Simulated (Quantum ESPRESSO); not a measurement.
FeO in Quantum ESPRESSO: the effect of target pressure

FeO:

```
Fe O
1.0
     0.00000    2.15540    2.15540
     2.15540    0.00000    2.15540
     2.15540    2.15540    0.00000
Fe O
1 1
Direct
  0.00000 0.00000 0.00000
  0.50000 0.50000 0.50000
```

Alike in all runs:

- Program: Quantum ESPRESSO 7.5
- Task: phonons
- Functional: PBE
- Potentials or basis: GBRV 1.5 PBE
- Cutoff: 762 eV
- Density cutoff: 6095 eV
- k mesh: 4 × 4 × 4, shifted
- Occupations: fermi-dirac, width 0.05 eV
- Spin: collinear spin, ferromagnetic start
- Starting moments: [3.0, 0.0] μB

Each run relaxes the cell or the atoms first.

```csv
target pressure,relaxed volume (Å³/atom),highest phonon frequency (cm⁻¹)
0 GPa,10.01,246
10 GPa,9.54,292
25 GPa,9.00,347
50 GPa,?,?
```

Problem. What does the run with target pressure 50 GPa give?

Solution. Relaxed volume 8.35 Å³/atom; highest phonon frequency 419 cm⁻¹.

Worked out: A straight line through the other rows of the relaxed volume, of slope -0.0401 Å³/atom per GPa, extrapolates to 7.98 Å³/atom, against the run's 8.35. A straight line through the other rows of the highest phonon frequency, of slope 4.01 cm⁻¹ per GPa, extrapolates to 449 cm⁻¹, against the run's 419.

Caveats: all runs use coarse meshes; the mesh is thin for the phonons of a metal; a cell with one magnetic atom can't hold antiferromagnetic order, which such compounds often take; the cell is more than 3 GPa from zero pressure, which shifts response properties (some runs); the volume moved by over 15 % at a fixed basis, so the end points are rough (some runs).
